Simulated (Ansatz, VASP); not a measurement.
W in VASP and in Ansatz

```xyz
1
Lattice="-1.5823 1.5823 1.5823 1.5823 -1.5823 1.5823 1.5823 1.5823 -1.5823" Properties=species:S:1:pos:R:3 pbc="T T T"
W     0.0000    0.0000    0.0000
```

Alike in both runs: functional PBEsol; k mesh 12 × 12 × 12; occupations fermi-dirac, width 0.05 eV; no spin polarisation.

|  | VASP | Ansatz |
| --- | --- | --- |
| version | VASP 6.6.1 | Ansatz 0.2.0 |
| potentials or method | VASP PAW PBE potentials, release 64 (W_sv), cutoff 520 eV | all-electron LAPW, scalar-relativistic |
| task | single point | band structure |

VASP gave:

| Item | Value |
| --- | --- |
| gap on the k mesh at the Fermi level (eV) | none |
| pressure (GPa) | -2.4 |

Question: What did Ansatz give for the same quantities?

Answer: gap on the k mesh at the Fermi level (eV): none; pressure (GPa): -2.9.

A gap of «none» marks a metal or a gap that the smearing closes. Ansatz ran all-electron here, so the differences hold the error of VASP's frozen core and of both bases.

Caveats: the PAW data sets were made with another functional, which shifts forces and pressure a little (VASP); spin-orbit coupling is left out, which moves the levels of the heavy elements (Ansatz). Spin-orbit coupling is left out, which matters for the levels of W.
